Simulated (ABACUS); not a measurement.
Runs of ABACUS 3.10.1 on MgO. The structure is cubic, space group Fm-3m (No. 225). Conventional cell: a = 4.194 Å, b = 4.194 Å, c = 4.194 Å, α = 90.00°, β = 90.00°, γ = 90.00°. Mg (site symmetry m-3m) has 6 O at 2.10 Å as nearest neighbours. O (site symmetry m-3m) is surrounded by 6 Mg at 2.10 Å. The cell is a database's computed one.

```tsv
task	level	potentials or basis	cell	k mesh	cutoff (eV)	SCF threshold on the density	eigensolver	symmetry key	optimiser	force threshold	gap on the mesh (eV)	pressure (GPa)	relaxed volume (Å³/atom)
single point	B86bPBE	Ansatz NC PBE, plane waves	as given	9 × 9 × 9	1252	1e-08	dav	1	-	-	4.92	7.6	-
single point	r2SCAN	SG15 ONCV 1.2 PBE, DZP LCAO (the cutoffs set its grid)	as given	8 × 8 × 8	1361	1e-07	genelpa	1	-	-	5.64	3.1	-
single point	revPBE	GBRV ultrasoft 1.5 PBE, plane waves	as given	9 × 9 × 9	544	1e-08	dav	1	-	-	5.02	10.7	-
relaxation of cell and atoms	rSCAN	SG15 ONCV 1.2 PBE, plane waves	relaxed	7 × 7 × 7	1320	1e-08	dav	1	ASE BFGS	0.01 eV/Å	5.61	0.0	9.25
relaxation of cell and atoms	PBEsol	Ansatz NC PBE, DZP LCAO (the cutoffs set its grid)	relaxed	10 × 10 × 10	1361	1e-07	genelpa	1	cg	0.01 eV/Å	-	0.1	9.43
single point	AM05	PseudoDojo NC SR 0.4 PBEsol stringent, plane waves	as given	9 × 9 × 9	1252	1e-08	dav	1	-	-	4.81	(a)	-
single point	PBE	PseudoDojo NC SR 0.4.1 PBE standard, DZP LCAO (the cutoffs set its grid)	as given	11 × 11 × 11	1361	1e-07	genelpa	1	-	-	4.86	(b)	-
```

Alike in all rows: no spin polarisation; smearing fermi-dirac 0.05 eV.

Fill in the values left out.

(a) 3.3; (b) 7.7.

Caveats: the potentials were made for another functional, which shifts forces and pressure (some runs); an odd mesh through Γ misses points on the zone boundary, where band edges often lie (some runs); the atomic orbitals were generated for these runs and aren't a published set (some runs); the basis of atomic orbitals isn't converged, which shifts pressures, moduli and gaps (some runs).

Not every run made on this cell is shown here.
